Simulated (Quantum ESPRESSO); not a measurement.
## Co under changes of volume

One of the cells (10.640 Å³/atom); the others are scaled copies at fixed shape and fractional positions:

```
Co
1.0
     2.47200    0.00000    0.00000
    -1.23600    2.14081    0.00000
     0.00000    0.00000    4.02114
Co
2
Direct
  0.66667 0.33333 0.75000
  0.33333 0.66667 0.25000
```

```yaml
Program: Quantum ESPRESSO 7.5
Functional: LDA
Potentials_or_basis: GBRV 1.5 LDA
Cutoff: 762 eV
Density_cutoff: 6095 eV
k_mesh: 12 × 12 × 7
Occupations: fermi-dirac, width 0.05 eV
Spin: collinear spin, ferromagnetic start
Starting_moments: "[2.0, 2.0] μB"
```

```csv
volume (Å³/atom),energy over the lowest point (meV/atom),pressure (GPa),moment (μB per cell)
10.002,0.00,-0.2,3.04
10.215,3.77,-5.4,3.10
10.427,13.85,-10.0,3.16
10.640,29.63,-14.1,3.21
10.853,50.58,-17.8,3.25
11.066,76.15,-21.0,3.29
11.279,?,?,?
```

Task: What does the run at 11.279 Å³/atom give?

Result: Energy over the lowest point 105.85 meV/atom; pressure -24.0 GPa; moment 3.32 μB per cell.

Worked out: A Birch-Murnaghan fit of order 3 (a polynomial in V^(-2/3)) to the other rows has its minimum at 9.99 Å³/atom, just outside them, with B0 = V·E''(V) = 250 GPa and B' = 4.0 at fixed shape and positions, which overstates the stiffness. It gives 105.89 meV/atom at 11.279 Å³/atom, against the run's 105.85, and -dE/dV = -23.8 GPa, against -24.0. A parabola through the other rows of the moment, of slope 0.129 μB per Å³/atom there, extrapolates to 3.32 μB, against the run's 3.32.

Energies are extrapolated to zero smearing.
